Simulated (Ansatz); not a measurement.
## InP: element substitutions

The parent structure is InP in the zinc blende structure (space group F-43m, No. 216; a = 5.960 Å).

Each row replaces one element on all its sites; cell and atoms are relaxed.

Levels (all Ansatz, a program for electronic structure, PAW, earlier PAW set): PBE (420 eV, no spin-orbit coupling); r2SCAN (500 eV, no spin-orbit coupling).

The base cell above is that of PBE; each level relaxes its own structures.

```json
[
 {"case": "In → Cd", "band gap, PBE": "zero", "band gap, r2SCAN": "zero"},
 {"case": "In → Ir", "band gap, PBE": "zero", "band gap, r2SCAN": "zero"},
 {"case": "P → Ga", "band gap, PBE": "zero", "band gap, r2SCAN": "zero"},
 {"case": "In → B", "band gap, PBE": "1.25 eV", "band gap, r2SCAN": "1.41 eV"}
]
```

The two levels differ by at most about 0.16 eV. They put the cases in the same order.

Whether these cells are dynamically stable was not tested. As relaxed here, CdP, IrP and InGa are hypothetical phases, not in the database extracts checked. All final runs are without spin polarisation. An odd electron count without spin: CdP.
